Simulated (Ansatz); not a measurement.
# Electron scattering at the twin(10-12) boundary in hcp Co with W (substitutional), part 2 of 3

Aim: the relaxed structure and the specific resistance of the twin(10-12) boundary in hcp Co with W (substitutional).

Ansatz 0.2.0; Ansatz plane-wave DFT, PBE, PAW files, collinear spin; relaxation of a bicrystal slab with its lowest layers held; PAW set soft_1 (the session's first sound run).

So far. Step 2 (Relaxing the bicrystal): The largest force component on a free atom ends at 0.0092 eV/Å, under the tolerance of 0.03, after 5 steps.

## Step 3: Transmission across the boundary

Bulk layers of each grain are laid under and over the relaxed boundary, and a lead is named in the middle of each, away from the free faces. The mesh across the current, 12×24, is finer than the density's, because channels open and close sharply across the zone. Energies from -0.1 to 0.1 eV in steps of 0.05 eV are too few for the program's thermal sum, so it prints no conductance; for a metal the transmission near the Fermi level serves, at a fraction of the cost.

This step: Ansatz plane-wave DFT, PBE, PAW files, collinear spin; ballistic transport by layer matching (Landauer), zero bias; boundary relaxed in a short slab, bulk layers laid on; PAW set soft_1 (Ansatz 0.2.0).

System of this step: twin(10-12) boundary in hcp Co with W (substitutional). The cell holds 59 atoms: 58 Co and 1 W. Its edges and angles: a = 5.963 Å, b = 2.505 Å, c = 51.779 Å, α = 90.0°, β = 90.0°, γ = 90.0°. It derives from Co. Regions: lower grain, 24 atoms (24 Co); boundary, 15 atoms (14 Co and 1 W); upper grain, 20 atoms (20 Co). Vacuum lies along c.

input.yaml reads:

```yaml
crystal:
  lattice:
    - [5.9626723849, 0.0, 0.0]
    - [0.0, 2.5054, 0.0]
    - [0.0, 0.0, 51.7787772009]
  atoms:
    - { symbol: Co, position: [4.7224164196, -6.5833333333, 0.0772517278], spin: 2.0 }
    - { symbol: Co, position: [4.0458645788, -7.0833333334, 0.0964107208], spin: 2.0 }
    - { symbol: Co, position: [4.4575886583, -6.0833333333, 0.1059902174], spin: 2.0 }
    - { symbol: Co, position: [3.7810368174, -6.5833333334, 0.1251492104], spin: 2.0 }
    - { symbol: Co, position: [4.192760897, -5.5833333333, 0.134728707], spin: 2.0 }
    - { symbol: Co, position: [3.5162090561, -6.0833333334, 0.1538877], spin: 2.0 }
    - { symbol: Co, position: [3.9279331357, -5.0833333333, 0.1634671966], spin: 2.0 }
    - { symbol: Co, position: [3.2513812948, -5.5833333334, 0.1826261896], spin: 2.0 }
    - { symbol: Co, position: [3.6631053744, -4.5833333333, 0.1922056862], spin: 2.0 }
    - { symbol: Co, position: [2.9865535335, -5.0833333334, 0.2113646792], spin: 2.0 }
    - { symbol: Co, position: [3.3982776131, -4.0833333333, 0.2209441758], spin: 2.0 }
    - { symbol: Co, position: [2.7217257722, -4.5833333334, 0.2401031688], spin: 2.0 }
    - { symbol: Co, position: [3.1334498518, -3.5833333333, 0.2496826654], spin: 2.0 }
    - { symbol: Co, position: [2.4568980109, -4.0833333334, 0.2688416584], spin: 2.0 }
    - { symbol: Co, position: [2.8686220905, -3.0833333333, 0.278421155], spin: 2.0 }
    - { symbol: Co, position: [2.1920702496, -3.5833333334, 0.297580148], spin: 2.0 }
    - { symbol: Co, position: [2.6037943292, -2.5833333333, 0.3071596446], spin: 2.0 }
    - { symbol: Co, position: [1.9272424883, -3.0833333334, 0.3263186376], spin: 2.0 }
    - { symbol: Co, position: [2.3389665678, -2.0833333333, 0.3358981342], spin: 2.0 }
    - { symbol: Co, position: [1.662414727, -2.5833333334, 0.3550571272], spin: 2.0 }
    - { symbol: Co, position: [2.0741388065, -1.5833333333, 0.3646366238], spin: 2.0 }
    - { symbol: Co, position: [1.3975869657, -2.0833333334, 0.3837956168], spin: 2.0 }
    - { symbol: Co, position: [1.8093110452, -1.0833333333, 0.3933751134], spin: 2.0 }
    - { symbol: Co, position: [1.1327592044, -1.5833333334, 0.4125341064], spin: 2.0 }
    - { symbol: Co, position: [0.5444832839, 0.4166666667, 0.422113603], spin: 2.0 }
    - { symbol: Co, position: [0.8679314431, 0.9166666667, 0.441272596], spin: 2.0 }
    - { symbol: Co, position: [0.2779082052, 0.9166666667, 0.4508809289], spin: 2.0 }
    - { symbol: Co, position: [0.5986240826, 0.4166666667, 0.468693691], spin: 2.0 }
    - { symbol: Co, position: [0.0109128046, 0.4166666667, 0.4793064805], spin: 2.0 }
    - { symbol: Co, position: [0.3382418204, 0.9166666667, 0.4981138077], spin: 2.0 }
    - { symbol: Co, position: [0.7291391385, 0.9166666667, 0.5060922099], spin: 2.0 }
    - { symbol: W, position: [0.069364101, 0.4166666667, 0.5286599363] }
    - { symbol: Co, position: [0.7296302295, 0.9166666667, 0.5513147598], spin: 2.0 }
    - { symbol: Co, position: [0.3387568224, 0.9166666667, 0.5590614429], spin: 2.0 }
    - { symbol: Co, position: [0.0111388124, 0.4166666667, 0.5781171927], spin: 2.0 }
    - { symbol: Co, position: [0.5984710552, 0.4166666667, 0.5886912662], spin: 2.0 }
    - { symbol: Co, position: [0.278034548, 0.9166666667, 0.6062558533], spin: 2.0 }
    - { symbol: Co, position: [0.8665422109, 0.9166666667, 0.6161838584], spin: 2.0 }
    - { symbol: Co, position: [0.5435876119, 0.4166666667, 0.635383901], spin: 2.0 }
    - { symbol: Co, position: [1.1316167523, -1.5833333334, 0.6449428728], spin: 2.0 }
    - { symbol: Co, position: [1.8081685932, -1.0833333333, 0.6641018658], spin: 2.0 }
    - { symbol: Co, position: [1.3964445136, -2.0833333334, 0.6736813624], spin: 2.0 }
    - { symbol: Co, position: [2.0729963545, -1.5833333333, 0.6928403554], spin: 2.0 }
    - { symbol: Co, position: [1.6612722749, -2.5833333334, 0.702419852], spin: 2.0 }
    - { symbol: Co, position: [2.3378241158, -2.0833333333, 0.721578845], spin: 2.0 }
    - { symbol: Co, position: [1.9261000362, -3.0833333334, 0.7311583416], spin: 2.0 }
    - { symbol: Co, position: [2.6026518771, -2.5833333333, 0.7503173346], spin: 2.0 }
    - { symbol: Co, position: [2.1909277975, -3.5833333334, 0.7598968312], spin: 2.0 }
    - { symbol: Co, position: [2.8674796384, -3.0833333333, 0.7790558242], spin: 2.0 }
    - { symbol: Co, position: [2.4557555588, -4.0833333334, 0.7886353208], spin: 2.0 }
    - { symbol: Co, position: [3.1323073997, -3.5833333333, 0.8077943138], spin: 2.0 }
    - { symbol: Co, position: [2.7205833201, -4.5833333334, 0.8173738104], spin: 2.0 }
    - { symbol: Co, position: [3.397135161, -4.0833333333, 0.8365328034], spin: 2.0 }
    - { symbol: Co, position: [2.9854110814, -5.0833333334, 0.8461123], spin: 2.0 }
    - { symbol: Co, position: [3.6619629223, -4.5833333333, 0.865271293], spin: 2.0 }
    - { symbol: Co, position: [3.2502388428, -5.5833333334, 0.8748507896], spin: 2.0 }
    - { symbol: Co, position: [3.9267906836, -5.0833333333, 0.8940097826], spin: 2.0 }
    - { symbol: Co, position: [3.5150666041, -6.0833333334, 0.9035892792], spin: 2.0 }
    - { symbol: Co, position: [4.1916184449, -5.5833333333, 0.9227482722], spin: 2.0 }
magnetization:
  spin_polarized: true
kpoints:
  mp_grid: { grid: [5, 10, 1] }
hamiltonian:
  xc: pbe
  pseudopotentials: { kind: paw, azcp: { folder: soft_1 } }
scf:
  occupations: { method: fermi_dirac, width: 0.1 }
output:
  transmission:
    leads: [[14, 16], [45, 47]]
    kmesh: [12, 24]
    e_range: [-0.1, 0.1]
    de: 0.05
  write_potential: true
  write_density: true
  volumetric_format: npy
  elf: true
```

The run is started by

```sh
> ansatz run input.yaml --threads 8 --pin off --max-ram 15360MiB --backend cpu --events-out ev --progress --plain --runs-dir out
```

Numbers of over 12 decimals in the logs are rounded to 6 here.

Log:

```text
[...]
Crystal: 59 atoms, lattice volume = 773.517 Å³
Basis set: ecut = 420 eV, 14987 PW (Γ)
Bands: 670, of which v1, the nominal top of the filled ones, is band 500 counted from 1 (499 counted from 0)
Symmetry: 2 space group operations
[...]
k-points: 18 of 50 (time reversal used)
[...]
Starting moments: Σ|m| = 116 μB on 58 of 59 sites
[...]
SCF iter   1: F=—  HF=-307677.769209 eV  |F-HF|=—  |Δ(HF+E_count)|=         —  Δρ=5.55e-2 (↑4.16e-2 ↓5.55e-2)  dr2=2.00e2  dr2_m=4.47e0  M=101.219 μB ∫|m|=105.635 μB  β_m=0.30  ethr=3.10e-3  ⟨swp⟩=6.1  Hψ=89150  notcnv=0  defer=2605
[...]
SCF iter  18: F=-307697.015697 eV  HF=-307697.015697 eV  |F-HF|=1.74e-8  |Δ(HF+E_count)|=   1.40e-8  Δρ=1.31e-6 (↑7.49e-7 ↓1.31e-6)  dr2=2.30e-8  dr2_m=1.11e-9  M=94.298 μB ∫|m|=104.000 μB  ethr=1.00e-12  ⟨swp⟩=9.6  Hψ=126911  notcnv=0
SCF 1 converged in 18 iterations: F = -307697.015697 eV  dr2 = 2.30e-8
[...]
transmission: 704 of 6916 steps passed
transmission: 1400 of 6916 steps passed
[...]
transmission: 6916 of 6916 steps passed
WARN: The input density's exchange-correlation potential varies sharply where the density is thin. Do not read a vacuum level from v_tot or v_xc, or from such a field of the output density. On a cell that repeats whose density bears no net charge and no dipole along the vacuum's axis use v_es (v_loc + v_h of the components); under efield.dipole_correction with no amplitude use v_es + v_field, which holds any external [...]
some or all of what a close reads of its open shells is tried by no SCF: some or all of their fillings by name were not asked, since the model of its bands would take too long in so large a cell. Whether a lower state lies along it is not known (a run that goes on reads the state that it goes on from)
SCF converged after 18 iterations
the last check of whether an eigenvalue changes by more than its tolerance under the output density was not made (no_room)
Magnetization: 94.2978 μB (547.1489 up, 452.8511 down)
Absolute magnetization: 104.0981 μB (∫|ρ↑−ρ↓|, with the PAW one-centre terms)
[...]
Per-site moments (μB) at R_I (Å): [(1.899344, 1.033141), (1.858096, 1.033141), (1.809733, 1.033141), (1.751915, 1.033141), (1.699504, 1.033141), (1.725058, 1.033141), (1.718382, 1.033141), (1.714663, 1.033141), (1.716880, 1.033141), (1.715948, 1.033141), (1.715586, 1.033141), (1.717860, 1.033141), (1.714453, 1.033141), (1.716774, 1.033141), (1.717713, 1.033141), (1.715930, 1.033141), (1.715471, 1.033141), (1.717283,  [...]
Free energy (F): -307697.015697 eV
[...]
Internal energy: -307695.019394 eV  (E = F + TS)
E sigma→0 (E₀):  -307696.017545 eV
Entropy (-TS):   -1.996303 eV (-33.836 meV/atom)
Fermi energy:    14.990852 eV
[...]
--- Band table (eV; the first three rows and the last of 36) ---
  k-point 0 ↑: bands = [... 496 lower, 13.8634, 13.8740, 13.8778, 13.8919, 13.9139, 13.9146, 13.9172, 13.9314, ... 166 higher]
  k-point 1 ↑: bands = [... 496 lower, 13.8762, 13.8821, 13.9096, 13.9206, 13.9401, 13.9422, 13.9497, 13.9540, ... 166 higher]
  k-point 2 ↑: bands = [... 496 lower, 13.8700, 13.8963, 13.9139, 13.9232, 13.9435, 13.9590, 13.9664, 13.9862, ... 166 higher]
  k-point 17 ↓: bands = [... 496 lower, 16.1949, 16.2019, 16.2048, 16.2087, 16.2173, 16.2225, 16.2297, 16.2354, ... 166 higher]
--- Transmission ---
  basis      : 127 plane waves across, 38 finite elements along
  points     : 91, standing for a mesh of 12 x 24
  energies   : 5 from -0.100000 to 0.100000 eV about the Fermi level, 0.050000 eV apart; the leads are filled to 0.000000 eV, and channels, transmission and decay are at 0.000000 eV
  crystal 0  : Co4, at the sites [14, 16], period 2.9761 Å, over 19.34 Å; its Hamiltonian steps by up to 24.5 meV
    offset         : up to 0.0000 Å between an atom of the period and one for which it stands
    channels       : 1.770833e0 up, 3.184028e0 down
    conductance    : none, the energies end too early or step too widely for 300 K: set another output.transmission.e_range or a lower de, or, where they end at an eighth of basis.ecutwfc, a higher one
    slowest decay  : 0.1073 /Å at (0.2500, 0.4583)
[...]
channels       : 1.770833e0 up, 3.170139e0 down
[...]
slowest decay  : 0.1073 /Å at (0.2500, 0.4583)
  junction   : crystal 0 to crystal 1, 13.87 to 37.41 Å
    transmission   : 7.396152e-1 up, 1.400149e0 down
[...]
```

It took 51 min on 8 threads of Arm Neoverse V1, shared host; peak memory 10 GiB.

The column dr2 measures how far the density is from self-consistency, as an energy; F and HF (Harris–Foulkes) agree once it is small.

This step gave:

```
free energy                          : -307697.0157 eV
energy at zero smearing              : -307696.0175 eV
Fermi energy                         : 14.99 eV
magnetization                        : 94.30 μB
absolute magnetization               : 104.1 μB
cell area                            : 14.94 Å²
transmission, spin up                : 0.7396
transmission, spin down              : 1.400
open channels, spin up               : 1.771
open channels, upper lead, spin up   : 1.771
open channels, spin down             : 3.184
open channels, upper lead, spin down : 3.170
step of the lead's potential         : 24.5 meV
step of the upper lead's potential   : 17.6 meV
```

Per spin. Table of transmission, zone mean by energy, zero at the Fermi level:

| energy (eV) | T up | T down |
| --- | --- | --- |
| -0.1000 | 0.741 | 1.42 |
| -0.0500 | 0.729 | 1.36 |
| 0.0000 | 0.740 | 1.40 |
| 0.0500 | 0.728 | 1.41 |
| 0.1000 | 0.732 | 1.44 |

Per spin. The open channels, zone mean by energy, zero at the Fermi level:

| energy (eV) | lead up | upper lead up | lead down | upper lead down |
| --- | --- | --- | --- | --- |
| -0.1000 | 1.74 | 1.74 | 3.09 | 3.12 |
| -0.0500 | 1.77 | 1.76 | 3.14 | 3.14 |
| 0.0000 | 1.77 | 1.77 | 3.18 | 3.17 |
| 0.0500 | 1.77 | 1.77 | 3.23 | 3.19 |
| 0.1000 | 1.81 | 1.81 | 3.25 | 3.25 |

Transmission over k1 and k2. At 0.0000 eV from the Fermi level, spin up.

Ten even steps from '_' (0.00) to '@' (1.82):
```
________________________
==++++##++______++##++++
..::--==++--..--++==--::
__..::--++==__==++--::..
......--++**..**++--....
------::--**--**--::----
--==++******##******++==
****####**==::==**####**
######**==++==++==**####
****==::::******::::==**
++++..::##########::..++
++--..--####@@####--..--
++++..::##########::..++
****==::::******::::==**
######**==++==++==**####
****####**==::==**####**
--==++******##******++==
------::--**--**--::----
......--++**..**++--....
__..::--++==__==++--::..
..::--==++--..--++==--::
==++++##++______++##++++
________________________
________________________
```
Columns: k1 (b1) from -0.5 to 0.417; rows upwards: k2 (b2) from -0.5 to 0.458.

Open channels over k1 and k2. At 0.0000 eV from the Fermi level, spin up.

Values, 22 rows by 12 columns, each cell a mean:
```
0.17 0.17 0.17 0.17 0.08 0.08 0.08 0.08 0.08 0.17 0.17 0.17
2.00 2.00 2.00 2.00 1.17 1.00 1.00 1.00 1.17 2.00 2.00 2.00
2.00 2.00 2.00 2.00 2.00 1.00 1.00 1.00 2.00 2.00 2.00 2.00
2.00 2.00 2.00 2.00 2.00 1.33 1.00 1.33 2.00 2.00 2.00 2.00
2.00 2.00 2.00 2.00 2.00 2.00 1.00 2.00 2.00 2.00 2.00 2.00
2.00 2.00 2.00 2.00 2.00 2.00 2.00 2.00 2.00 2.00 2.00 2.00
2.00 2.00 2.00 2.00 2.00 2.00 3.00 2.00 2.00 2.00 2.00 2.00
2.00 2.00 2.00 2.00 2.00 2.67 3.00 2.67 2.00 2.00 2.00 2.00
2.00 2.00 2.00 2.00 2.00 3.00 3.00 3.00 2.00 2.00 2.00 2.00
2.00 2.00 2.00 2.00 2.83 3.00 3.00 3.00 2.83 2.00 2.00 2.00
2.00 2.00 2.00 2.00 3.00 3.00 3.92 3.00 3.00 2.00 2.00 2.00
2.00 2.00 2.00 2.00 2.92 3.00 3.00 3.00 2.92 2.00 2.00 2.00
2.00 2.00 2.00 2.00 2.00 3.00 3.00 3.00 2.00 2.00 2.00 2.00
2.00 2.00 2.00 2.00 2.00 2.75 3.00 2.75 2.00 2.00 2.00 2.00
2.00 2.00 2.00 2.00 2.00 2.00 3.00 2.00 2.00 2.00 2.00 2.00
2.00 2.00 2.00 2.00 2.00 2.00 2.17 2.00 2.00 2.00 2.00 2.00
2.00 2.00 2.00 2.00 2.00 2.00 1.00 2.00 2.00 2.00 2.00 2.00
2.00 2.00 2.00 2.00 2.00 1.42 1.00 1.42 2.00 2.00 2.00 2.00
2.00 2.00 2.00 2.00 2.00 1.00 1.00 1.00 2.00 2.00 2.00 2.00
2.00 2.00 2.00 2.00 1.25 1.00 1.00 1.00 1.25 2.00 2.00 2.00
0.33 0.33 0.33 0.33 0.17 0.17 0.17 0.17 0.17 0.33 0.33 0.33
0.00 0.00 0.00 0.00 0.00 0.00 0.00 0.00 0.00 0.00 0.00 0.00
```
Columns: k1 (b1) from -0.5 to 0.417; rows upwards: k2 (b2) from -0.5 to 0.458.

Transmission over k1 and k2. At 0.0000 eV from the Fermi level, spin down.

Values, 22 rows by 12 columns, each cell a mean:
```
1.04 1.40 2.20 2.17 0.40 1.43 2.65 1.43 0.40 2.17 2.20 1.40
0.85 0.92 0.99 1.74 2.00 0.99 1.62 0.99 2.00 1.74 0.99 0.92
0.96 0.91 0.71 0.56 0.90 0.90 0.38 0.90 0.90 0.56 0.71 0.91
0.82 0.81 0.76 0.70 1.00 1.11 1.17 1.11 1.00 0.70 0.76 0.81
0.57 0.58 0.55 0.58 1.06 1.27 1.39 1.27 1.06 0.58 0.55 0.58
0.81 0.79 0.73 0.91 1.32 1.55 1.49 1.55 1.32 0.91 0.73 0.79
0.70 0.92 1.41 1.68 1.97 1.51 1.32 1.51 1.97 1.68 1.41 0.92
0.77 1.09 1.85 1.87 1.92 0.96 0.85 0.96 1.92 1.87 1.85 1.09
1.67 1.74 2.00 2.24 1.68 0.66 0.68 0.66 1.68 2.24 2.00 1.74
3.39 2.77 1.66 2.64 2.19 1.55 1.59 1.55 2.19 2.64 1.66 2.77
4.04 3.67 2.91 2.81 2.55 1.80 1.73 1.80 2.55 2.81 2.91 3.67
3.54 2.86 1.62 2.67 2.24 1.65 1.69 1.65 2.24 2.67 1.62 2.86
1.75 1.80 2.01 2.28 1.66 0.64 0.67 0.64 1.66 2.28 2.01 1.80
0.81 1.12 1.87 1.87 1.90 0.93 0.82 0.93 1.90 1.87 1.87 1.12
0.64 0.90 1.47 1.71 1.99 1.44 1.28 1.44 1.99 1.71 1.47 0.90
0.86 0.83 0.77 1.00 1.41 1.61 1.51 1.61 1.41 1.00 0.77 0.83
0.57 0.57 0.54 0.55 1.02 1.25 1.38 1.25 1.02 0.55 0.54 0.57
0.80 0.78 0.73 0.71 1.03 1.14 1.20 1.14 1.03 0.71 0.73 0.78
0.95 0.91 0.73 0.57 0.90 0.91 0.45 0.91 0.90 0.57 0.73 0.91
0.86 0.92 0.96 1.61 1.90 0.98 1.47 0.98 1.90 1.61 0.96 0.92
1.02 1.35 2.09 2.15 0.56 1.40 2.59 1.40 0.56 2.15 2.09 1.35
1.16 1.45 2.76 1.80 0.95 1.41 3.28 1.41 0.95 1.80 2.76 1.45
```
Columns: k1 (b1) from -0.5 to 0.417; rows upwards: k2 (b2) from -0.5 to 0.458.

Open channels over k1 and k2. At 0.0000 eV from the Fermi level, spin down.

Ten even steps from '_' (2.00) to '@' (8.00):
```
____..--__--**--__--..__
______..----------..____
________________________
________..........______
________..........______
________....--....______
__......----..----......
__..------......------..
__--------......--------
----------......--------
@@++--++++......++++--++
@@**++++++......++++++**
@@++--++++......++++--++
----------......--------
__--------......--------
__..------......------..
__......----..----......
________....--....______
________..........______
________..........______
________________________
______..----------..____
____..--__--**--__--..__
____----__--**--__----__
```
Columns: k1 (b1) from -0.5 to 0.417; rows upwards: k2 (b2) from -0.5 to 0.458.

[end of part 2 of 3]

[Logs are printed without paths, hosts, clocks, repeated set-up lines and the standing remarks that a program may print on its own settings, such as how far it seeks lower states.]

[Hosts, paths, dates, database ids (printed as entryN), source tags and the programs' standing remarks are cut or masked in the printed files.]
